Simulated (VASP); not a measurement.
# KTaO3 (Pm-3m) in VASP: further runs

One crystal, KTaO3, is run at these levels: rev-vdW-DF2; tasks: relaxation of cell and atoms.

Program: VASP 6.6.1. These are calculated values, not measurements. Logs are shortened: lines on timing, memory, paths and dates and some standing lists are left out, and cuts for length are marked.

### 1 The structure

The structure is cubic, space group Pm-3m (No. 221). The conventional cell has a = 3.988 Å, b = 3.988 Å, c = 3.988 Å, α = 90.00°, β = 90.00°, γ = 90.00°. K (site symmetry m-3m) is surrounded by 12 O at 2.82 Å. Ta (site symmetry m-3m) is surrounded by 6 O at 1.99 Å. O (site symmetry 4/mmm) has 2 Ta at 1.99 Å as nearest neighbours.

### 2 Relaxation of cell and atoms, rev-vdW-DF2

File INCAR:

```
  AGGAC = 0.0
  ALGO = Normal
  EDIFF = 1E-6
  EDIFFG = -0.01
  ENCUT = 600
  GGA = MK
  IBRION = 2
  ISIF = 3
  ISMEAR = 0
  LASPH = T
  LCHARG = F
  LREAL = F
  LUSE_VDW = T
  LWAVE = F
  NELM = 80
  NSW = 90
  PARAM1 = 0.1234
  PARAM2 = 0.711357
  PREC = Accurate
  SIGMA = 0.03
  ZAB_VDW = -1.8867
```

File KPOINTS:

```
k-points
0
Gamma
  8 8 8
```

File POSCAR:

```
KTaO3
1.0
    3.9883000000      0.0000000000      0.0000000000
    0.0000000000      3.9883000000      0.0000000000
    0.0000000000      0.0000000000      3.9883000000
K Ta O
1 1 3
Direct
    0.5000000000      0.5000000000      0.5000000000
    0.0000000000      0.0000000000      0.0000000000
    0.5000000000      0.0000000000      0.0000000000
    0.0000000000      0.5000000000      0.0000000000
    0.0000000000      0.0000000000      0.5000000000
```

Potentials or basis: VASP PAW PBE potentials, release 64 (K_sv, Ta_pv, O).

Launch:

```
$ cat potpaw_PBE.64/K_sv/POTCAR potpaw_PBE.64/Ta_pv/POTCAR potpaw_PBE.64/O/POTCAR > POTCAR
$ mpirun -np 1 vasp_std > vasp.out
```

OUTCAR:

```text
EDIFF = 1E-6
   EDIFFG = -0.01
   ENCUT = 600
   GGA = MK
   IBRION = 2
   ISIF = 3
   ISMEAR = 0
   LASPH = T
   LREAL = F
   NELM = 80
   NSW = 90
   PREC = Accurate

 ion  position               nearest neighbor table
   1  0.500  0.500  0.500-   3 2.82   4 2.82   5 2.82   3 2.82   4 2.82   3 2.82   5 2.82   3 2.82
                             4 2.82   5 2.82   4 2.82   5 2.82   2 3.45   2 3.45   2 3.45   2 3.45
   2  0.000  0.000  0.000-   3 1.99   4 1.99   5 1.99   5 1.99   4 1.99   3 1.99   1 3.45   1 3.45
                             1 3.45   1 3.45   1 3.45   1 3.45   1 3.45   1 3.45
   3  0.500  0.000  0.000-   2 1.99   2 1.99   1 2.82   1 2.82   1 2.82   1 2.82
   4  0.000  0.500  0.000-   2 1.99   2 1.99   1 2.82   1 2.82   1 2.82   1 2.82
   5  0.000  0.000  0.500-   2 1.99   2 1.99   1 2.82   1 2.82   1 2.82   1 2.82

  LATTYP: Found a simple cubic cell.
 ALAT       =     3.9883000000

  Lattice vectors:

 A1 = (   3.9883000000,   0.0000000000,   0.0000000000)
 A2 = (   0.0000000000,   3.9883000000,   0.0000000000)
 A3 = (   0.0000000000,   0.0000000000,   3.9883000000)

Analysis of symmetry for initial positions (statically):
=====================================================================
 Subroutine PRICEL returns:
 Original cell was already a primitive cell.

 Routine SETGRP: Setting up the symmetry group for a
 simple cubic supercell.

 Subroutine GETGRP returns: Found 48 space group operations
 (whereof 48 operations were pure point group operations)
 out of a pool of 48 trial point group operations.

The static configuration has the point symmetry O_h .

Analysis of symmetry for dynamics (positions and initial velocities):
=====================================================================
 Subroutine PRICEL returns:
 Original cell was already a primitive cell.

 Routine SETGRP: Setting up the symmetry group for a
 simple cubic supercell.

 Subroutine GETGRP returns: Found 48 space group operations
 (whereof 48 operations were pure point group operations)
 out of a pool of 48 trial point group operations.

The dynamic configuration has the point symmetry O_h .

 Subroutine INISYM returns: Found 48 space group operations
 (whereof 48 operations are pure point group operations),
 and found     1 'primitive' translations

----------------------------------------------------------------------------------------

                                     Primitive cell

  volume of cell :      63.4400

  direct lattice vectors                    reciprocal lattice vectors
     3.988300000  0.000000000  0.000000000     0.250733395  0.000000000  0.000000000
     0.000000000  3.988300000  0.000000000     0.000000000  0.250733395  0.000000000
     0.000000000  0.000000000  3.988300000     0.000000000  0.000000000  0.250733395

  length of vectors
     3.988300000  3.988300000  3.988300000     0.250733395  0.250733395  0.250733395

  position of ions in fractional coordinates (direct lattice)
     0.500000000  0.500000000  0.500000000
     0.000000000  0.000000000  0.000000000
     0.500000000  0.000000000  0.000000000
     0.000000000  0.500000000  0.000000000
     0.000000000  0.000000000  0.500000000

  ion indices of the primitive-cell ions
   primitive index   ion index
                 1           1
                 2           2
                 3           3
                 4           4
                 5           5

----------------------------------------------------------------------------------------

 KPOINTS: k-points

Automatic generation of k-mesh.
 Grid dimensions read from file:
 generate k-points for:    8    8    8

 Generating k-lattice:

  Cartesian coordinates                     Fractional coordinates (reciprocal lattice)
     0.031341674  0.000000000  0.000000000     0.125000000  0.000000000  0.000000000
     0.000000000  0.031341674  0.000000000     0.000000000  0.125000000  0.000000000
     0.000000000  0.000000000  0.031341674     0.000000000  0.000000000  0.125000000

  Length of vectors
     0.031341674  0.031341674  0.031341674

  Shift w.r.t. Gamma in fractional coordinates (k-lattice)
     0.000000000  0.000000000  0.000000000

 Subroutine IBZKPT returns following result:
 ===========================================

 Found     35 irreducible k-points:

 Following reciprocal coordinates:
            Coordinates               Weight
  0.000000  0.000000  0.000000      1.000000
  0.125000  0.000000  0.000000      6.000000
  0.250000  0.000000  0.000000      6.000000
  0.375000  0.000000  0.000000      6.000000
  0.500000  0.000000  0.000000      3.000000
  0.125000  0.125000  0.000000     12.000000
[... 16 lines left out ...]
  0.375000  0.375000  0.125000     24.000000
  0.500000  0.375000  0.125000     24.000000
 [... further k-points ...]
   k-points           NKPTS =     35   k-points in BZ     NKDIM =     35   number of bands    NBANDS=     23
   number of dos      NEDOS =    301   number of ions     NIONS =      5
   total plane-waves  NPLWV =  32768
   dimension x,y,z NGX =    32 NGY =   32 NGZ =   32
   dimension x,y,z NGXF=    64 NGYF=   64 NGZF=   64
   ions per type =               1   1   3
   NGX,Y,Z   is equivalent  to a cutoff of  13.34, 13.34, 13.34 a.u.
   NGXF,Y,Z  is equivalent  to a cutoff of  26.68, 26.68, 26.68 a.u.
 SYSTEM =  unknown system
   PREC   = accura    normal or accurate (medium, high low for compatibility)
   ISTART =      0    job   : 0-new  1-cont  2-samecut
   ICHARG =      2    charge: 1-file 2-atom 10-const
   ISPIN  =      1    spin polarized calculation?
   LNONCOLLINEAR =      F non collinear calculations
   LSORBIT =      F    spin-orbit coupling
   LASPH  =      T    aspherical Exc in radial PAW
   ENCUT  =  600.0 eV  44.10 Ry    6.64 a.u.   7.97  7.97  7.97*2*pi/ulx,y,z
   NELM   =     80;   NELMIN=  2; NELMDL= -5     # of ELM steps
   EDIFF  = 0.1E-05   stopping-criterion for ELM
   LREAL  =      F    real-space projection
   EDIFFG = -.1E-01   stopping-criterion for IOM
   NSW    =     90    number of steps for IOM
   IBRION =      2    ionic relax: 0-MD 1-quasi-New 2-CG
   NFREE  =      1    steps in history (QN), initial steepest desc. (CG)
   ISIF   =      3    stress and relaxation
   ISYM   =      2    0-nonsym 1-usesym 2-fastsym
   POTIM  = 0.5000    time-step for ionic-motion
   TEBEG  =    0.0;   TEEND  =   0.0 temperature during run
   PSTRESS=    0.0 pullay stress
   NELECT =      38.0000    total number of electrons
   NUPDOWN=      -1.0000    fix difference up-down
   EMIN   =  10.00;   EMAX   =-10.00  energy-range for DOS
   EFERMI =   0.00;   METHOD = LEGACY
   ISMEAR =     0;   SIGMA  =   0.03  broadening in eV -4-tet -1-fermi 0-gaus
   EFERMI_NEDOS =   21; number of points for ismear=-14 and -15
   IALGO  =     38    algorithm
   IMIX   =      4    mixing-type and parameters
     AMIX     =   0.40;   BMIX     =  1.00
     AMIX_MAG =   1.60;   BMIX_MAG =  1.00
  volume/ion in A,a.u.               =      12.69        85.62
  Fermi-wavevector in a.u.,A,eV,Ry     =   1.380008  2.607837 25.911228  1.904422
  Thomas-Fermi vector in A             =   2.504925
   LORBIT       =      0    0 simple, 1 ext, 2 COOP (PROOUT), +10 PAW based schemes
   GGA     = MK    functional components
   LHFCALC =     F    Hartree Fock is set to
   AEXX    =    0.0000 exact exchange contribution
   IVDW_NL    =     1    kernel type
   BPARAM     = 6.3000
   IVDW    =     0    specifies the selected vdW correction
   LEPSILON=     F    determine dielectric tensor
   LRPA    =     F    only Hartree local field effects (RPA)
 conjugate gradient relaxation of ions
 non-spin polarized calculation
 Gauss-broadening in eV      SIGMA  =   0.03
  energy-cutoff  :      600.00
  volume of cell :       63.44
 maximum number of plane-waves:      2176
 NGX is ok and might be reduce to    32
   NGX = 15   NGY = 15   NGZ = 15

--------------------------------------- Ionic step        1  -------------------------------------------

 number of electron      37.9999990 magnetization

 Free energy of the ion-electron system (eV)
  ---------------------------------------------------
  ext. energy  EPLUGINS =         0.00000000
  ---------------------------------------------------
  free energy    TOTEN  =       -33.21180421 eV

  energy without entropy =      -33.21180421  energy(sigma->0) =      -33.21180421

------------------------ aborting loop because EDIFF is reached ----------------------------------------

  FORCE on cell =-STRESS in cart. coord.  units (eV):
  Direction    XX          YY          ZZ          XY          YZ          ZX
  --------------------------------------------------------------------------------------
  -------------------------------------------------------------------------------------
  Total        1.1652009      1.1652009      1.1652009      0.0000000      0.0000000     -0.0000000
  in kB       29.4271309     29.4271309     29.4271309      0.0000000      0.0000000     -0.0000000
  external PRESSURE =      29.4271309 kB  Pullay stress =       0.0000000 kB

 VOLUME and BASIS-vectors are now :
 -----------------------------------------------------------------------------
  energy-cutoff  :      600.00
  volume of cell :       63.44
      direct lattice vectors                 reciprocal lattice vectors
     3.988300000  0.000000000  0.000000000     0.250733395  0.000000000  0.000000000
     0.000000000  3.988300000  0.000000000     0.000000000  0.250733395  0.000000000
     0.000000000  0.000000000  3.988300000     0.000000000  0.000000000  0.250733395
[... 52 lines left out ...]
  FREE ENERGIE OF THE ION-ELECTRON SYSTEM (eV)
  ---------------------------------------------------
  free  energy   TOTEN  =       -33.2058979446 eV

  energy  without entropy=      -33.2058979446  energy(sigma->0) =      -33.20589794

Total vdW correction in eV:      6.4053105

--------------------------------------- Ionic step        3  -------------------------------------------

 number of electron      37.9999998 magnetization

 Free energy of the ion-electron system (eV)
  ---------------------------------------------------
  ext. energy  EPLUGINS =         0.00000000
  ---------------------------------------------------
  free energy    TOTEN  =       -33.22013377 eV

  energy without entropy =      -33.22013377  energy(sigma->0) =      -33.22013377

 E-fermi :   1.7673     XC(G=0): -10.9872

 val. band max:        1.5456239352   @ k =   0.5000   0.5000   0.5000
 cond. band min:       3.6733306652   @ k =   0.0000   0.0000   0.0000
 fundamental gap:      2.1277067299
 Fermi energy:         1.7673156160

 k-point     1 :       0.0000    0.0000    0.0000
  band No.  band energies     occupation
      1     -32.6616      2.00000
      2     -32.6616      2.00000
      3     -32.6616      2.00000
      4     -25.6569      2.00000
      5     -15.8487      2.00000
      6     -15.1339      2.00000
[... 15 lines left out ...]
     22       3.6733      0.00000
     23       8.0038      0.00000
[... 575 lines left out ...]
      1     -32.7398      2.00000
      2     -32.7275      2.00000
      3     -32.6677      2.00000
      4     -25.6164      2.00000
      5     -15.2554      2.00000
      6     -14.4862      2.00000
[... 15 lines left out ...]
     22       7.4833      0.00000
     23       9.7371      0.00000

 [... further k-points ...]
[... 5 lines left out ...]
  --------------------------------------------------------------------------------------
  -------------------------------------------------------------------------------------
  Total       -0.0048810     -0.0048810     -0.0048810     -0.0000000     -0.0000000      0.0000000
  in kB       -0.1214994     -0.1214994     -0.1214994     -0.0000000     -0.0000000      0.0000000
  external PRESSURE =      -0.1214994 kB  Pullay stress =       0.0000000 kB

 VOLUME and BASIS-vectors are now :
 -----------------------------------------------------------------------------
  energy-cutoff  :      600.00
  volume of cell :       64.36
      direct lattice vectors                 reciprocal lattice vectors
     4.007586480  0.000000000 -0.000000000     0.249526743 -0.000000000 -0.000000000
     0.000000000  4.007586480 -0.000000000    -0.000000000  0.249526743 -0.000000000
     0.000000000  0.000000000  4.007586480     0.000000000  0.000000000  0.249526743

 POSITION                                       TOTAL-FORCE (eV/Angst)
 -----------------------------------------------------------------------------------
      2.00379      2.00379      2.00379         0.000000      0.000000      0.000000
      0.00000      0.00000      0.00000        -0.000000     -0.000000      0.000000
      2.00379      0.00000     -0.00000        -0.000000     -0.000000      0.000000
      0.00000      2.00379     -0.00000        -0.000000     -0.000000      0.000000
      0.00000      0.00000      2.00379         0.000000      0.000000      0.000000
 -----------------------------------------------------------------------------------
    total drift:                                0.000000      0.000000     -0.000000

  FREE ENERGIE OF THE ION-ELECTRON SYSTEM (eV)
  ---------------------------------------------------
  free  energy   TOTEN  =       -33.2201337682 eV

  energy  without entropy=      -33.2201337682  energy(sigma->0) =      -33.22013377

Total vdW correction in eV:      6.3622151

 reached required accuracy - stopping structural energy minimisation
```

Run time: 2.5 min. Hardware: 1 thread of AMD EPYC 7R13 (Zen 3), shared host; peak memory 0.41 GiB.

What came out:

| Item | Value |
| --- | --- |
| Free energy | -33.2201 eV |
| Relaxed volume | 12.87 Å³/atom |
| Relaxed cell | a = 4.008 Å, b = 4.008 Å, c = 4.008 Å, α = 90.00°, β = 90.00°, γ = 90.00° |
| Space group after relaxing (to 0.05 Å) | Pm-3m (No. 221) |
| Energy gained by relaxing | 1.7 meV/atom |
| Ionic steps | 3 |
| Pressure after relaxing | 0.0 GPa |
| Band gap on the k mesh | 2.13 eV, indirect (least direct gap 2.75 eV) |

Step by step:
```
step  energy change (eV)  largest force (eV/Å)  pressure (GPa)  volume (Å³)
   1              0.0000                0.0000            2.94        63.44
   2              0.0059                0.0000           -3.60        65.60
   3             -0.0083                0.0000           -0.01        64.36
```

Final structure:
```
K Ta O
1.0
     4.00759    0.00000    0.00000
     0.00000    4.00759    0.00000
     0.00000    0.00000    4.00759
K Ta O
1 1 3
Direct
  0.50000 0.50000 0.50000
  0.00000 0.00000 0.00000
  0.50000 0.00000 0.00000
  0.00000 0.50000 0.00000
  0.00000 0.00000 0.50000
```

Levels at points of the mesh, in eV from the valence-band top:
| k point | band 17 | band 18 | band 19 | band 20 | band 21 | band 22 |
| --- | --- | --- | --- | --- | --- | --- |
| (0.00, 0.00, 0.00) | -0.62 | -0.62 | -0.62 | 2.13 | 2.13 | 2.13 |
| (0.50, 0.00, 0.00) | -1.49 | -0.85 | -0.85 | 2.28 | 4.90 | 4.90 |
| (0.50, 0.50, 0.00) | -1.42 | -1.42 | -0.04 | 4.94 | 4.94 | 6.19 |
| (0.50, 0.50, 0.50) | 0.00 | 0.00 | 0.00 | 6.31 | 6.31 | 6.31 |

Caveat: the PAW data sets were made with another functional, which shifts forces and pressure a little; spin-orbit coupling is left out, which moves the levels of the heavy elements. Zero-point motion and thermal expansion aren't in these numbers.

(Continued in part 2 of 2.)
